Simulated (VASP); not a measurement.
Crystal: AlN.

```
Al N
1.0
     3.11310    0.00000    0.00000
    -1.55655    2.69603    0.00000
     0.00000    0.00000    4.98181
Al N
2 2
Direct
  0.33333 0.66667 0.99899
  0.66667 0.33333 0.49899
  0.33333 0.66667 0.38101
  0.66667 0.33333 0.88101
```

Base run:

| Property | Result |
| --- | --- |
| Program | VASP 6.6.1 |
| Functional | TB-mBJ |
| Potentials or basis | VASP PAW PBE potentials, release 64 (Al, N) |
| Cutoff | 520 eV |
| k mesh | 12 × 12 × 6 |
| Occupations | gaussian, width 0.03 eV |
| Spin | no spin polarisation |

Its results: band gap on the k mesh 5.35 eV, direct.

The run is repeated on the same cell with these changes: functional from TB-mBJ to r2SCAN. What comes out?

Band gap on the k mesh 4.87 eV, direct.
